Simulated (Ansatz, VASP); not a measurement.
**Nb: VASP beside Ansatz**

File INCAR:

```
SYSTEM = Nb
  ALGO = Normal
  EDIFF = 1E-6
  ENCUT = 520
  GGA = PE
  ISIF = 2
  ISMEAR = -1
  LASPH = .True.
  LCHARG = .False.
  LREAL = .False.
  LWAVE = .False.
  NBANDS = 12
  NELM = 80
  PREC = Accurate
  SIGMA = 0.15
```

KPOINTS

```
k-points
0
Gamma
  12 12 12
  0 0 0
```

Contents of POSCAR:

```
Nb
1.0
    0.0000000000      2.1428321391      2.1428321391
    2.1428321391      0.0000000000      2.1428321391
    2.1428321391      2.1428321391      0.0000000000
Nb
1
Direct
    0.0000000000      0.0000000000      0.0000000000
```

Input for Ansatz:

```yaml
crystal:
  lattice:
    - [0.0, 2.142832139079675, 2.142832139079675]
    - [2.142832139079675, 0.0, 2.142832139079675]
    - [2.142832139079675, 2.142832139079675, 0.0]
  atoms:
    - { symbol: Nb, position: [0.0, 0.0, 0.0] }
basis:
  ecutwfc: 500.0
kpoints:
  mp_grid:
    grid: [12, 12, 12]
scf:
  occupations:
    method: fermi_dirac
    width: 0.15
output:
  stress: true
```

This isn't the form of Nb at room conditions, which is bcc.

Alike in both runs: task single point; functional PBE; k mesh 12 × 12 × 12; occupations fermi-dirac, width 0.15 eV; no spin polarisation.

```csv
,VASP,Ansatz
version,VASP 6.6.1,Ansatz 0.2.0
potentials or method,"VASP PAW PBE potentials, release 64 (Nb_sv)","plane waves, PAW"
plane-wave cutoff (eV),520,500
valence electrons in the cell,13,13
```

|  | VASP | Ansatz | Ansatz less VASP |
| --- | --- | --- | --- |
| pressure (GPa) | -7.0 | -6.7 | +0.27 |

With one functional, cell and mesh, what is left measures potentials, basis and numerics.
